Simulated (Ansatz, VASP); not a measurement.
**Ta2C in VASP and in Ansatz**

```
CELL_PARAMETERS angstrom
3.10590 0.00000 0.00000
-1.55295 2.68979 0.00000
0.00000 0.00000 4.94640
ATOMIC_POSITIONS crystal
Ta 0.33333 0.66667 0.25201
Ta 0.66667 0.33333 0.74799
C 0.00000 0.00000 0.00000
```

Alike in both runs: task relaxation of cell and atoms; functional LDA; k mesh 4 × 4 × 2; occupations fermi-dirac, width 0.01 eV; no spin polarisation.

|  | VASP | Ansatz |
| --- | --- | --- |
| version | VASP 6.6.1 | Ansatz 0.2.0 |
| potentials or method | VASP PAW LDA potentials, release 64 (Ta_pv, C) | plane waves, PAW |
| plane-wave cutoff (eV) | 600 | 420 |
| valence electrons in the cell | 26 | 30 |

VASP gave:

```
relaxed volume (Å³/atom)                                     : 13.37
relaxed cell length with the largest relative difference (Å) : 4.912
energy change over the relaxation (meV/atom)                 : -10
```

Q: Which values does Ansatz return?

A: Relaxed volume (Å³/atom): 13.32; relaxed cell length with the largest relative difference (Å): 4.904; energy change over the relaxation (meV/atom): -14.

The two sets of potentials don't hold the same shells in valence.

Caveats: the k mesh is coarse (spacing up to 0.64 Å⁻¹), so the values aren't converged. Zero-point motion and thermal expansion aren't in these numbers. The runs have no spin-orbit coupling, so splittings on Ta are missing.
